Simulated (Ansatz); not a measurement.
**MgO: a scan of SCF settings**

Aim: run MgO with the default SCF settings, then change one group of settings at a time and see what moves: the number of iterations, the state or the numbers. The cell (2 atoms) is MgO in the measured crystal structure (space group Fm-3m). Source: COD entry 9006464; the sample's temperature and pressure aren't taken into account.

The COD cell was measured well above room temperature, so it is larger than a cold one.

Computed with Ansatz 0.2.0 (DFT PBE, PAW, plane waves, scalar-relativistic, unless a step's input says otherwise).

## (1) The system as given

The structure is cubic, space group Fm-3m (No. 225). The conventional cell has a = 4.282 Å, b = 4.282 Å, c = 4.282 Å, α = 90.00°, β = 90.00°, γ = 90.00°. Mg (site symmetry m-3m) has 6 O at 2.14 Å as nearest neighbours. O (site symmetry m-3m) has 6 Mg at 2.14 Å as nearest neighbours.

Coordinates:

```
CELL_PARAMETERS angstrom
0.00000 2.14100 2.14100
2.14100 0.00000 2.14100
2.14100 2.14100 0.00000
ATOMIC_POSITIONS crystal
Mg 0.00000 0.00000 0.00000
O 0.50000 0.50000 0.50000
```

Atoms are counted from 1 in the order of input.yaml (O2 and so on).

After the default run come: MSR1 mixing, preconditioner LDOS; cutoff 180 eV; Fermi–Dirac smearing, width 0.5 eV; iteration limit 15; direct minimisation; linear mixing, β 0.2, no preconditioner; linear mixing, β 1.0, Kerker; one k-point (Gamma), no switch to direct minimisation; Fermi–Dirac width 0.0005 eV, no switch to direct minimisation.

The search for lower states is off throughout, and inputs that name a mixer don't switch to direct minimisation unless they say so. Spin polarisation is off.

## (2) Default SCF settings

File input.yaml:

```yaml
crystal:
  lattice:
    - [0.0, 2.141, 2.141]
    - [2.141, 0.0, 2.141]
    - [2.141, 2.141, 0.0]
  atoms:
    - { symbol: Mg, position: [0.0, 0.0, 0.0] }
    - { symbol: O, position: [0.5, 0.5, 0.5] }
hamiltonian:
  xc: pbe
  pseudopotentials: { kind: paw }
basis:
  ecutwfc: 420
kpoints:
  mp_grid: { grid: [9, 9, 9] }
scf:
  occupations: { method: fermi_dirac, width: 0.03 }
  lower_state_search: "off"
output:
  forces: true
  stress: true
```

The run is started by

```console
ansatz run input.yaml --threads 2 --pin off --max-ram 5120MiB --backend cpu --events-out ev --progress --plain --runs-dir out
```

The program printed:

```text
Engine: ansatz 0.2.0, x86_64-unknown-linux-gnu
Pseudopotentials: kind: paw
Pseudopotential: Mg, paw, valence charge 10, recommended cutoff 420 eV (normal), Mg.paw.azcp
Pseudopotential: O, paw, valence charge 6, recommended cutoff 420 eV (normal), O.paw.azcp
Functional definition: PBE
  parameter kappa = 0.804
  parameter beta = 0.06672455060314922
  exchange = pbe_x(kappa = kappa, mu = beta*pi^2/3)
  correlation = pbe_c(beta = beta)
Crystal: 2 atoms, lattice volume = 19.628 Å³
Basis set: ecut = 420 eV, 387 PW (Γ), exchange–correlation on 48×48×48 points (8 copies of the dense FFT grid, shifted against one another)
Bands: 12, of which v1, the nominal top of the filled ones, is band 8 counted from 1 (7 counted from 0)
Symmetry: 48 space group operations
Space group: Fm-3m (ITA 225), of the structure as read, at distance tolerance 2.7e-5 Å
k-points: 35 of 729
Non-local potential: Mg, projectors of the file, l = 0: 3, l = 1: 2, l = 2: 1
Non-local potential: O, projectors of the file, l = 0: 2, l = 1: 2, l = 2: 1
PAW form: soft (Blöchl's): semilocal exchange-correlation on the pseudo side does not see the compensation charge
PAW one-centre angular grid: Mg, 110 points (default); XC on 64 Gauss nodes
PAW one-centre angular grid: O, 110 points (default); XC on 64 Gauss nodes
Initial density: superposition of atomic densities (neutral atoms: chi_scale 0, normalization atom), corrected by the library's trained network
Initial wavefunctions: pseudopotential atomic-orbital guess
Functional: x = pbe(κ = 0.804, μ = 0.2195149727645171), c = pbe(β = 0.06672455060314922)
SCF iter   1: F=—  HF=-2494.135352 eV  |F-HF|=—  |Δ(HF+E_count)|=         —  Δρ=9.32e-4  dr2=1.10e-4  ethr=1.77e-3  ⟨swp⟩=5.9  Hψ=2451  notcnv=0
preconditioner: auto → none  [insulator: Δε(μ)=4.281 eV  Ē_g=17.982 eV  σ=0.030 eV  W_gap=1.00  n_scr=8 (ndim 8)  ℏωp=23.7 eV  f_vac=0.000  D(μ)=0.00/eV (n_scr^D=0)  ε∞_Penn≈2.7]
SCF iter   2: F=—  HF=-2494.135535 eV  |F-HF|=—  |Δ(HF+E_count)|=   1.83e-4  Δρ=4.45e-4  dr2=1.89e-5  ethr=6.86e-7  ⟨swp⟩=3.0  Hψ=1108  notcnv=0
SCF iter   3: F=—  HF=-2494.135540 eV  |F-HF|=—  |Δ(HF+E_count)|=   5.28e-6  Δρ=2.36e-4  dr2=4.12e-6  ethr=1.18e-7  ⟨swp⟩=1.7  Hψ=494  notcnv=0
SCF iter   4: F=—  HF=-2494.135559 eV  |F-HF|=—  |Δ(HF+E_count)|=   1.93e-5  Δρ=5.54e-5  dr2=4.05e-7  ethr=2.58e-8  ⟨swp⟩=2.0  Hψ=560  notcnv=0
iter 5 did not close the SCF: its close was put off for the readings that it lacked (scf_convergence_deferred on its scf_iter line)
SCF iter   5: F=-2494.135559 eV  HF=-2494.135559 eV  |F-HF|=6.16e-8  |Δ(HF+E_count)|=   9.29e-9  Δρ=2.23e-5  dr2=7.41e-8  ethr=2.53e-9  ⟨swp⟩=1.6  Hψ=472  notcnv=0
SCF iter   6: F=-2494.135559 eV  HF=-2494.135559 eV  |F-HF|=1.74e-8  |Δ(HF+E_count)|=   1.43e-8  Δρ=1.13e-5  dr2=2.05e-8  ethr=4.63e-10  ⟨swp⟩=3.0  Hψ=1361  notcnv=0
SCF 1 converged in 6 iterations: F = -2494.135559 eV  dr2 = 2.05e-8
SCF converged after 6 iterations
Free energy (F): -2494.135559 eV
Harris-Foulkes:  -2494.135559 eV  (|F-HF|=1.74e-8)
Internal energy: -2494.135559 eV  (E = F + TS)
E sigma→0 (E₀):  -2494.135559 eV
Fermi energy:    9.698166 eV
--- Per-component energies (eV) ---
  E_band       = -302.685748
  E_kinetic    = 254.451456
  E_local      = -1633.377359  (includes V_loc(G=0)·N_el)
  E_nonlocal   = 142.721407
  E_hartree    = 565.399517
  E_xc         = -104.845184
  E_vxc        = -134.323512  (∫ρ·V_xc dr)
  E_paw        = -450.180394  (= ΣΔE_a)
  E_vpaw       = -62.956420  (= ΣTr[D̂ρ^β])
  E_aug_tail   = 0.002435  (compensation charges beyond the density's cutoff)
  E_ewald      = -1268.307437
  E_smearing   = -0.000000  (= −TS)
  E_closure    = 0.000000  (closes the sum)
  Σ components = -2494.135559   (vs F -2494.135559, Δ=0.00e0)
--- Forces (eV/Å), atoms counted from 1 ---
  atom   1  Mg    -0.00000000    -0.00000000    -0.00000000
  atom   2  O      0.00000000    -0.00000000    -0.00000000
  max |Σ_I F_I| component: 1.13e-29 eV/Å
--- Stress (GPa, compression-positive) ---
       -2.835392       0.000000       0.000000
       -0.000000      -2.835392      -0.000000
       -0.000000       0.000000      -2.835392
  P = ⅓ Tr σ = -2.8354 GPa (-28.354 kbar)
```

It took 3.8 s on 2 threads of Intel Xeon at 2.50GHz (Skylake/Cascade Lake), shared host; peak memory 0.27 GiB.

The reference: 6 iterations with the default settings (MSR1 mixing, preconditioner none); with a gap of 4.28 eV on the k-mesh.

## (3) MSR1 mixing, preconditioner LDOS

Edit input.yaml of step 2 so:

```diff
@@ -18,2 +18,5 @@
   lower_state_search: "off"
+  algorithm: density_mixing
+  max_iter: 50
+  mixing: { algorithm: msr1, preconditioner: ldos }
 output:
```

The run is started by

```console
ansatz run input.yaml --threads 2 --pin off --max-ram 5120MiB --backend cpu --events-out ev --progress --plain --runs-dir out
```

The program printed:

```text
[... 23 lines as in an earlier run ...]
SCF iter   1: F=—  HF=-2494.135352 eV  |F-HF|=—  |Δ(HF+E_count)|=         —  Δρ=9.32e-4  dr2=1.10e-4  ethr=1.77e-3  ⟨swp⟩=5.9  Hψ=2451  notcnv=0
SCF iter   2: F=—  HF=-2494.135779 eV  |F-HF|=—  |Δ(HF+E_count)|=   4.27e-4  Δρ=2.17e-3  dr2=7.15e-4  ethr=6.86e-7  ⟨swp⟩=2.8  Hψ=1126  notcnv=0
SCF iter   3: F=—  HF=-2494.135576 eV  |F-HF|=—  |Δ(HF+E_count)|=   2.03e-4  Δρ=3.02e-4  dr2=1.48e-5  ethr=6.86e-7  ⟨swp⟩=2.0  Hψ=560  notcnv=0
SCF iter   4: F=—  HF=-2494.135560 eV  |F-HF|=—  |Δ(HF+E_count)|=   1.60e-5  Δρ=1.22e-4  dr2=2.50e-6  ethr=9.27e-8  ⟨swp⟩=2.0  Hψ=686  notcnv=0
iter 5 did not close the SCF: its close was put off for the readings that it lacked (scf_convergence_deferred on its scf_iter line)
SCF iter   5: F=-2494.135559 eV  HF=-2494.135559 eV  |F-HF|=1.55e-8  |Δ(HF+E_count)|=   7.12e-7  Δρ=1.11e-5  dr2=1.73e-8  ethr=1.56e-8  ⟨swp⟩=2.0  Hψ=510  notcnv=0
SCF iter   6: F=-2494.135559 eV  HF=-2494.135559 eV  |F-HF|=1.27e-11  |Δ(HF+E_count)|=   5.88e-9  Δρ=4.47e-7  dr2=2.45e-11  ethr=1.08e-10  ⟨swp⟩=2.2  Hψ=1415  notcnv=0
SCF 1 converged in 6 iterations: F = -2494.135559 eV  dr2 = 2.45e-11
SCF converged after 6 iterations
Free energy (F): -2494.135559 eV
Harris-Foulkes:  -2494.135559 eV  (|F-HF|=1.27e-11)
Internal energy: -2494.135559 eV  (E = F + TS)
E sigma→0 (E₀):  -2494.135559 eV
Fermi energy:    9.698280 eV
[... 24 lines left out: energy terms, forces, stress ...]
```

It took 3.1 s on 2 threads of Intel Xeon at 2.50GHz (Skylake/Cascade Lake), shared host; peak memory 0.28 GiB.

6 iterations, as in the default run; the same free energy.

## (4) Cutoff 180 eV

Edit input.yaml of step 3 so:

```diff
@@ -12,3 +12,3 @@
 basis:
-  ecutwfc: 420
+  ecutwfc: 180
 kpoints:
@@ -18,5 +18,3 @@
   lower_state_search: "off"
-  algorithm: density_mixing
   max_iter: 50
-  mixing: { algorithm: msr1, preconditioner: ldos }
 output:
```

The run is started by

```console
ansatz run input.yaml --threads 2 --pin off --max-ram 5120MiB --backend cpu --events-out ev --progress --plain --runs-dir out
```

The program printed:

```text
Warning: basis.ecutwfc = 180 eV is below the records' recommended 420 eV, and the density's cutoff is lower with it unless basis.ecutrho_ratio is high enough to keep the records' density cutoff: compare with a run at a higher cutoff
[... 10 lines as in an earlier run ...]
Basis set: ecut = 180 eV, 113 PW (Γ), exchange–correlation on 30×30×30 points (8 copies of the dense FFT grid, shifted against one another)
[... 12 lines as in an earlier run ...]
SCF iter   1: F=—  HF=-2481.409691 eV  |F-HF|=—  |Δ(HF+E_count)|=         —  Δρ=2.01e-1  dr2=3.63e0  ethr=1.77e-3  ⟨swp⟩=4.4  Hψ=2027  notcnv=0
preconditioner: auto → none  [insulator: Δε(μ)=2.632 eV  Ē_g=17.611 eV  σ=0.030 eV  W_gap=1.00  n_scr=8 (ndim 8)  ℏωp=23.7 eV  f_vac=0.000  D(μ)=0.00/eV (n_scr^D=0)  ε∞_Penn≈2.8]
SCF iter   2: F=—  HF=-2480.209247 eV  |F-HF|=—  |Δ(HF+E_count)|=    1.20e0  Δρ=8.58e-2  dr2=6.17e-1  ethr=1.77e-3  ⟨swp⟩=2.6  Hψ=1086  notcnv=0
SCF iter   3: F=—  HF=-2479.993488 eV  |F-HF|=—  |Δ(HF+E_count)|=   2.16e-1  Δρ=5.66e-3  dr2=2.06e-3  ethr=1.77e-3  ⟨swp⟩=2.0  Hψ=700  notcnv=0
SCF iter   4: F=—  HF=-2479.994753 eV  |F-HF|=—  |Δ(HF+E_count)|=   1.27e-3  Δρ=9.66e-4  dr2=8.48e-5  ethr=1.29e-5  ⟨swp⟩=2.6  Hψ=914  notcnv=0
SCF iter   5: F=—  HF=-2479.996546 eV  |F-HF|=—  |Δ(HF+E_count)|=   1.79e-3  Δρ=6.49e-5  dr2=4.74e-7  ethr=5.30e-7  ⟨swp⟩=2.5  Hψ=681  notcnv=0
SCF iter   6: F=-2479.996547 eV  HF=-2479.996547 eV  |F-HF|=1.52e-10  |Δ(HF+E_count)|=   2.53e-7  Δρ=6.43e-6  dr2=3.95e-9  ethr=6.25e-10  ⟨swp⟩=3.5  Hψ=1147  notcnv=0
SCF 1 converged in 6 iterations: F = -2479.996547 eV  dr2 = 3.95e-9
SCF converged after 6 iterations
Free energy (F): -2479.996547 eV
Harris-Foulkes:  -2479.996547 eV  (|F-HF|=1.52e-10)
Internal energy: -2479.996547 eV  (E = F + TS)
E sigma→0 (E₀):  -2479.996547 eV
Fermi energy:    9.390036 eV
--- Per-component energies (eV) ---
  E_band       = -315.044835
  E_kinetic    = 283.139586
  E_local      = -1604.253168  (includes V_loc(G=0)·N_el)
  E_nonlocal   = 119.577741
  E_hartree    = 549.297564
  E_xc         = -112.923130
  E_vxc        = -144.725201  (∫ρ·V_xc dr)
  E_paw        = -446.556924  (= ΣΔE_a)
  E_vpaw       = -67.408394  (= ΣTr[D̂ρ^β])
  E_aug_tail   = 0.029223  (compensation charges beyond the density's cutoff)
  E_ewald      = -1268.307437
  E_smearing   = -0.000000  (= −TS)
  E_closure    = 0.000000  (closes the sum)
  Σ components = -2479.996547   (vs F -2479.996547, Δ=0.00e0)
--- Forces (eV/Å), atoms counted from 1 ---
  atom   1  Mg    -0.00000000     0.00000000     0.00000000
  atom   2  O      0.00000000     0.00000000    -0.00000000
  max |Σ_I F_I| component: 1.12e-29 eV/Å
--- Stress (GPa, compression-positive) ---
       -1.115425      -0.000000      -0.000000
        0.000000      -1.115425       0.000000
       -0.000000      -0.000000      -1.115425
  P = ⅓ Tr σ = -1.1154 GPa (-11.154 kbar)
```

Wall time 2 s (2 threads of Intel Xeon at 2.50GHz (Skylake/Cascade Lake), shared host); peak memory 0.26 GiB.

The count stays at 6. Against the default run: free energy shifted by +7070 meV/atom, so these numbers say nothing of the material, pressure -1.1 GPa against -2.8.

The setting is a deliberately weak one: read the shift, not the values.

## (5) Fermi–Dirac smearing, width 0.5 eV

Edit input.yaml of step 4 so:

```diff
@@ -12,3 +12,3 @@
 basis:
-  ecutwfc: 180
+  ecutwfc: 420
 kpoints:
@@ -16,3 +16,3 @@
 scf:
-  occupations: { method: fermi_dirac, width: 0.03 }
+  occupations: { method: fermi_dirac, width: 0.5 }
   lower_state_search: "off"
```

The run is started by

```console
ansatz run input.yaml --threads 2 --pin off --max-ram 5120MiB --backend cpu --events-out ev --progress --plain --runs-dir out
```

The program printed:

```text
band count auto-derived: 13 (N_el = 16.0; filled up to band 8; 12 by the electrons, moments and atoms)
[... 11 lines as in an earlier run ...]
Bands: 13, of which v1, the nominal top of the filled ones, is band 8 counted from 1 (7 counted from 0)
[... 11 lines as in an earlier run ...]
SCF iter   1: F=—  HF=-2494.136619 eV  |F-HF|=—  |Δ(HF+E_count)|=         —  Δρ=8.35e-4  dr2=7.19e-5  ethr=1.77e-3  ⟨swp⟩=4.9  Hψ=2218  notcnv=0
preconditioner: auto → none  [insulator: Δε(μ)=4.281 eV  Ē_g=19.249 eV  σ=0.500 eV  W_gap=0.90  n_scr=8 (ndim 8)  ℏωp=23.7 eV  f_vac=0.000  D(μ)=0.01/eV (n_scr^D=0)  ε∞_Penn≈2.5]
SCF iter   2: F=—  HF=-2494.136864 eV  |F-HF|=—  |Δ(HF+E_count)|=   2.45e-4  Δρ=4.16e-4  dr2=1.70e-5  ethr=4.49e-7  ⟨swp⟩=2.9  Hψ=1106  notcnv=0
SCF iter   3: F=—  HF=-2494.136882 eV  |F-HF|=—  |Δ(HF+E_count)|=   1.73e-5  Δρ=2.32e-4  dr2=4.27e-6  ethr=1.06e-7  ⟨swp⟩=1.1  Hψ=470  notcnv=0
SCF iter   4: F=—  HF=-2494.136901 eV  |F-HF|=—  |Δ(HF+E_count)|=   1.96e-5  Δρ=5.37e-5  dr2=3.69e-7  ethr=2.67e-8  ⟨swp⟩=2.0  Hψ=596  notcnv=0
iter 5 did not close the SCF: its close was put off for the readings that it lacked (scf_convergence_deferred on its scf_iter line)
SCF iter   5: F=-2494.136901 eV  HF=-2494.136901 eV  |F-HF|=5.12e-8  |Δ(HF+E_count)|=   4.30e-8  Δρ=2.05e-5  dr2=6.01e-8  ethr=2.31e-9  ⟨swp⟩=1.4  Hψ=496  notcnv=0
SCF iter   6: F=-2494.136901 eV  HF=-2494.136901 eV  |F-HF|=1.37e-8  |Δ(HF+E_count)|=   1.38e-8  Δρ=1.02e-5  dr2=1.60e-8  ethr=3.76e-10  ⟨swp⟩=2.9  Hψ=1379  notcnv=0
SCF 1 converged in 6 iterations: F = -2494.136901 eV  dr2 = 1.60e-8
SCF converged after 6 iterations
Free energy (F): -2494.136901 eV
Harris-Foulkes:  -2494.136901 eV  (|F-HF|=1.37e-8)
Internal energy: -2494.127626 eV  (E = F + TS)
E sigma→0 (E₀):  -2494.132264 eV
Entropy (-TS):   -0.009275 eV (-4.638 meV/atom)
Fermi energy:    10.691525 eV
--- Per-component energies (eV) ---
  E_band       = -302.682220
  E_kinetic    = 254.455130
  E_local      = -1633.373266  (includes V_loc(G=0)·N_el)
  E_nonlocal   = 142.725083
  E_hartree    = 565.394933
  E_xc         = -104.846143
  E_vxc        = -134.324808  (∫ρ·V_xc dr)
  E_paw        = -450.178360  (= ΣΔE_a)
  E_vpaw       = -62.954149  (= ΣTr[D̂ρ^β])
  E_aug_tail   = 0.002434  (compensation charges beyond the density's cutoff)
  E_ewald      = -1268.307437
  E_smearing   = -0.009275  (= −TS)
  E_closure    = 0.000000  (closes the sum)
  Σ components = -2494.136901   (vs F -2494.136901, Δ=0.00e0)
--- Forces (eV/Å), atoms counted from 1 ---
  atom   1  Mg    -0.00000000     0.00000000     0.00000000
  atom   2  O      0.00000000    -0.00000000    -0.00000000
  max |Σ_I F_I| component: 1.52e-29 eV/Å
--- Stress (GPa, compression-positive) ---
       -2.727915      -0.000000      -0.000000
        0.000000      -2.727915       0.000000
       -0.000000       0.000000      -2.727915
  P = ⅓ Tr σ = -2.7279 GPa (-27.279 kbar)
```

Wall time 2.3 s (2 threads of Intel Xeon at 2.50GHz (Skylake/Cascade Lake), shared host); peak memory 0.28 GiB.

6 iterations, as in the default run; free energy shifted by -0.7 meV/atom, zero-width estimate shifted by +1.6 meV/atom, pressure -2.7 GPa against -2.8.

## (6) Iteration limit 15

Edit input.yaml of step 5 so:

```diff
@@ -16,5 +16,5 @@
 scf:
-  occupations: { method: fermi_dirac, width: 0.5 }
+  occupations: { method: fermi_dirac, width: 0.03 }
   lower_state_search: "off"
-  max_iter: 50
+  max_iter: 15
 output:
```

The run is started by

```console
ansatz run input.yaml --threads 2 --pin off --max-ram 5120MiB --backend cpu --events-out ev --progress --plain --runs-dir out
```

The program printed:

```text
[... 23 lines as in an earlier run ...]
SCF iter   1: F=—  HF=-2494.135352 eV  |F-HF|=—  |Δ(HF+E_count)|=         —  Δρ=9.32e-4  dr2=1.10e-4  ethr=1.77e-3  ⟨swp⟩=5.9  Hψ=2451  notcnv=0
preconditioner: auto → none  [insulator: Δε(μ)=4.281 eV  Ē_g=17.982 eV  σ=0.030 eV  W_gap=1.00  n_scr=8 (ndim 8)  ℏωp=23.7 eV  f_vac=0.000  D(μ)=0.00/eV (n_scr^D=0)  ε∞_Penn≈2.7]
SCF iter   2: F=—  HF=-2494.135535 eV  |F-HF|=—  |Δ(HF+E_count)|=   1.83e-4  Δρ=4.45e-4  dr2=1.89e-5  ethr=6.86e-7  ⟨swp⟩=3.0  Hψ=1108  notcnv=0
SCF iter   3: F=—  HF=-2494.135540 eV  |F-HF|=—  |Δ(HF+E_count)|=   5.28e-6  Δρ=2.36e-4  dr2=4.12e-6  ethr=1.18e-7  ⟨swp⟩=1.7  Hψ=494  notcnv=0
SCF iter   4: F=—  HF=-2494.135559 eV  |F-HF|=—  |Δ(HF+E_count)|=   1.93e-5  Δρ=5.54e-5  dr2=4.05e-7  ethr=2.58e-8  ⟨swp⟩=2.0  Hψ=560  notcnv=0
iter 5 did not close the SCF: its close was put off for the readings that it lacked (scf_convergence_deferred on its scf_iter line)
SCF iter   5: F=-2494.135559 eV  HF=-2494.135559 eV  |F-HF|=6.16e-8  |Δ(HF+E_count)|=   9.29e-9  Δρ=2.23e-5  dr2=7.41e-8  ethr=2.53e-9  ⟨swp⟩=1.6  Hψ=472  notcnv=0
SCF iter   6: F=-2494.135559 eV  HF=-2494.135559 eV  |F-HF|=1.74e-8  |Δ(HF+E_count)|=   1.43e-8  Δρ=1.13e-5  dr2=2.05e-8  ethr=4.63e-10  ⟨swp⟩=3.0  Hψ=1361  notcnv=0
SCF 1 converged in 6 iterations: F = -2494.135559 eV  dr2 = 2.05e-8
SCF converged after 6 iterations
Free energy (F): -2494.135559 eV
Harris-Foulkes:  -2494.135559 eV  (|F-HF|=1.74e-8)
Internal energy: -2494.135559 eV  (E = F + TS)
E sigma→0 (E₀):  -2494.135559 eV
Fermi energy:    9.698166 eV
[... 24 lines left out: energy terms, forces, stress ...]
```

Run time: 2.5 s. Hardware: 2 threads of Intel Xeon at 2.50GHz (Skylake/Cascade Lake), shared host; peak memory 0.28 GiB.

The count stays at 6. Against the default run: the same free energy.

## (7) Direct minimisation

Edit input.yaml of step 6 so:

```diff
@@ -18,3 +18,4 @@
   lower_state_search: "off"
-  max_iter: 15
+  algorithm: direct_min
+  max_iter: 150
 output:
```

The run is started by

```console
ansatz run input.yaml --threads 2 --pin off --max-ram 5120MiB --backend cpu --events-out ev --progress --plain --runs-dir out
```

The program printed:

```text
[... 23 lines as in an earlier run ...]
SCF iter   1: F=—  HF=-2494.135325 eV  |F-HF|=—  |Δ(HF+E_count)|=         —  Δρ=5.40e-4  dr2=1.37e-5  ethr=1.77e-3  ⟨swp⟩=7.8  Hψ=1919  notcnv=0
preconditioner: auto → none  [insulator: Δε(μ)=4.281 eV  Ē_g=17.982 eV  σ=0.030 eV  W_gap=1.00  n_scr=8 (ndim 8)  ℏωp=23.7 eV  f_vac=0.000  D(μ)=0.00/eV (n_scr^D=0)  ε∞_Penn≈2.7]
iter 2 solved again at ethr=4.12e-9 eV; its pass at ethr=8.57e-8 eV (dr2=6.59e-7 eV) is discarded
SCF iter   2: F=—  HF=-2494.135559 eV  |F-HF|=—  |Δ(HF+E_count)|=   2.34e-4  Δρ=7.61e-5  dr2=6.65e-7  ethr=4.12e-9  ⟨swp⟩=2.1  Hψ=2071  notcnv=0  defer=1
SCF iter   3: F=—  HF=-2494.135559 eV  |F-HF|=—  |Δ(HF+E_count)|=   3.16e-8  Δρ=2.61e-5  dr2=6.57e-8  ethr=4.12e-9  ⟨swp⟩=3.0  Hψ=839  notcnv=0
SCF iter   4: F=-2494.135559 eV  HF=-2494.135559 eV  |F-HF|=6.66e-10  |Δ(HF+E_count)|=   2.48e-8  Δρ=2.08e-6  dr2=3.13e-10  ethr=4.11e-10  ⟨swp⟩=2.1  Hψ=704  notcnv=0
SCF 1 converged in 4 iterations: F = -2494.135559 eV  dr2 = 3.13e-10
  Residual-converged pass: ⟨swp⟩=3.0  Hψ=882  notcnv=0  max |occ|·‖R‖ = 6.4e-6 eV (tolerance 6.7e-6 eV)  dr2=2.74e-10  dr2_onsite=4.46e-10  max |Δocc| = 0.0e0
SCF converged after 4 iterations
Stability not checked: this state was not tested for a lower state beside it, because a direct minimisation reached the state, and no test of it is asked (direct_minimisation; see scf.lower_state_search)
Free energy (F): -2494.135559 eV
Harris-Foulkes:  -2494.135559 eV  (|F-HF|=6.66e-10)
Internal energy: -2494.135559 eV  (E = F + TS)
E sigma→0 (E₀):  -2494.135559 eV
Fermi energy:    9.698279 eV
[... 29 lines left out: energy terms, forces, stress, bands ...]
```

Run time: 4.9 s. Hardware: 2 threads of Intel Xeon at 2.50GHz (Skylake/Cascade Lake), shared host; peak memory 0.29 GiB.

4 iterations against 6; the same free energy.

## (8) Linear mixing, β 0.2, no preconditioner

Edit input.yaml of step 7 so:

```diff
@@ -18,4 +18,5 @@
   lower_state_search: "off"
-  algorithm: direct_min
-  max_iter: 150
+  algorithm: density_mixing
+  max_iter: 50
+  mixing: { algorithm: anderson, ndim: 1, beta: 0.2, preconditioner: none }
 output:
```

The run is started by

```console
ansatz run input.yaml --threads 2 --pin off --max-ram 5120MiB --backend cpu --events-out ev --progress --plain --runs-dir out
```

The program printed:

```text
[... 23 lines as in an earlier run ...]
SCF iter   1: F=—  HF=-2494.135352 eV  |F-HF|=—  |Δ(HF+E_count)|=         —  Δρ=9.32e-4  dr2=1.10e-4  ethr=1.77e-3  ⟨swp⟩=5.9  Hψ=2451  notcnv=0
SCF iter   2: F=—  HF=-2494.135467 eV  |F-HF|=—  |Δ(HF+E_count)|=   1.15e-4  Δρ=4.65e-4  dr2=1.11e-5  ethr=6.86e-7  ⟨swp⟩=3.1  Hψ=1084  notcnv=0
SCF iter   3: F=—  HF=-2494.135491 eV  |F-HF|=—  |Δ(HF+E_count)|=   2.41e-5  Δρ=3.31e-4  dr2=3.10e-6  ethr=6.91e-8  ⟨swp⟩=1.8  Hψ=493  notcnv=0
SCF iter   4: F=—  HF=-2494.135515 eV  |F-HF|=—  |Δ(HF+E_count)|=   2.41e-5  Δρ=2.56e-4  dr2=1.39e-6  ethr=1.93e-8  ⟨swp⟩=1.0  Hψ=420  notcnv=0
[... 3 lines left out ...]
SCF iter   8: F=—  HF=-2494.135552 eV  |F-HF|=—  |Δ(HF+E_count)|=   4.20e-6  Δρ=1.05e-4  dr2=2.10e-7  ethr=2.04e-9  ⟨swp⟩=1.0  Hψ=420  notcnv=0
SCF iter   9: F=—  HF=-2494.135554 eV  |F-HF|=—  |Δ(HF+E_count)|=   2.71e-6  Δρ=8.42e-5  dr2=1.35e-7  ethr=1.31e-9  ⟨swp⟩=1.0  Hψ=420  notcnv=0
SCF iter  10: F=-2494.135559 eV  HF=-2494.135556 eV  |F-HF|=3.11e-6  |Δ(HF+E_count)|=   1.74e-6  Δρ=6.75e-5  dr2=8.65e-8  ethr=6.25e-10  ⟨swp⟩=3.0  Hψ=1120  notcnv=0
SCF 1 converged in 10 iterations: F = -2494.135559 eV  dr2 = 8.65e-8
SCF converged after 10 iterations
Stability not checked: this state was not tested for a lower state beside it, because the mixer in use, unlike msr1, does not test its closes by its own steps (another_mixer; see scf.mixing.algorithm and scf.lower_state_search)
Free energy (F): -2494.135559 eV
Harris-Foulkes:  -2494.135556 eV  (|F-HF|=3.11e-6)
Internal energy: -2494.135559 eV  (E = F + TS)
E sigma→0 (E₀):  -2494.135559 eV
Fermi energy:    9.698211 eV
[... 24 lines left out: energy terms, forces, stress ...]
```

Run time: 3.4 s. Hardware: 2 threads of Intel Xeon at 2.50GHz (Skylake/Cascade Lake), shared host; peak memory 0.28 GiB.

10 iterations against 6; the same free energy.

[end of part 1 of 2]
